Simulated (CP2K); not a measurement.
WC:

```
CELL_PARAMETERS angstrom
3.25567 0.00000 0.00000
1.62784 2.81950 0.00000
1.62784 0.93983 2.65825
ATOMIC_POSITIONS crystal
W 0.00000 0.00000 0.00000
C 0.75000 0.75000 0.75000
```

The cell was built by a generator and needn't be a form met in nature.

Base run:

| Item | Value |
| --- | --- |
| Program | CP2K 2026.2 |
| Functional | PBE |
| Potentials or basis | POTENTIAL_UZH W GTH-SCAN-q14, C GTH-SCAN-q4; DZVP-MOLOPT-SR-GTH basis |
| Density cutoff | 6123 eV |
| k mesh | 10 × 10 × 10 |
| Occupations | fermi-dirac, width 0.05 eV |
| Spin | no spin polarisation |

Its results: band gap on the k mesh none (metal or under the smearing width); pressure 11.5 GPa.

Q: The run is repeated on the same cell with these changes: potentials or basis from POTENTIAL_UZH W GTH-SCAN-q14, C GTH-SCAN-q4; DZVP-MOLOPT-SR-GTH basis to GTH_POTENTIALS W GTH-BLYP-q14, C GTH-BLYP-q4; DZVP-MOLOPT-SR-GTH basis; potentials from W GTH-SCAN-q14 of POTENTIAL_UZH, C GTH-SCAN-q4 of POTENTIAL_UZH to W GTH-BLYP-q14 of GTH_POTENTIALS, C GTH-BLYP-q4 of GTH_POTENTIALS. What comes out?

A: Band gap on the k mesh none (metal or under the smearing width); pressure 13.8 GPa.

Caveats: the potentials were made for another functional, which shifts forces and pressure; the basis of atomic orbitals isn't converged, which shifts pressures, moduli and gaps.

Not every run made on this cell is shown here.
